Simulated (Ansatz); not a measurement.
Runs of Ansatz 0.2.0 on CdSe. Symmetry: Fm-3m, No. 225, cubic system. The conventional cell has a = 5.748 Å, b = 5.748 Å, c = 5.748 Å, α = 90.00°, β = 90.00°, γ = 90.00°. Cd (site symmetry m-3m) is surrounded by 6 Se at 2.87 Å. Se (site symmetry m-3m) has 6 Cd at 2.87 Å as nearest neighbours. Measurements of this composition are mostly on another form, of space group No. 186.

```csv
level,gap on the mesh (eV),pressure (GPa),relaxed volume (Å³/atom)
BLYP+D4,none,0.0,(b)
RPBE+D3(BJ),none,0.0,19.40
BLYP+D3(BJ),none,0.0,22.79
PBEsol+D3(BJ),none,0.0,21.48
PBEsol+D4,none,0.0,(a)
revPBE+D3(BJ),none,0.0,22.25
RPBE+D4,none,0.0,22.40
revPBE+D4,none,0.0,22.47
```

Alike in all rows: task relaxation of cell and atoms; potentials or basis Ansatz PAW; no spin polarisation; cell relaxed; k mesh 8 × 8 × 8; cutoff (eV) 420; smearing fermi-dirac 0.05 eV.

Q: Estimate the missing entries.

A: (a) 21.79; (b) 23.22.

Caveats: the plane-wave basis is chosen anew once the cell has moved, so the energies of steps on either side of that aren't comparable; pairwise dispersion overbinds metals, which lowers pressure and volume; the PAW data sets come from PBE, with cores solved anew for the run's functional, which leaves a small shift of forces and pressure; the volume moved by over 15 % at a fixed basis, so the end points are rough (some runs).

A k mesh can miss the band edges, and the runs leave out spin-orbit coupling on Cd, Se.

A gap of «none» marks a metal or a gap under the smearing width.

Runs at the PBE level aren't shown here.
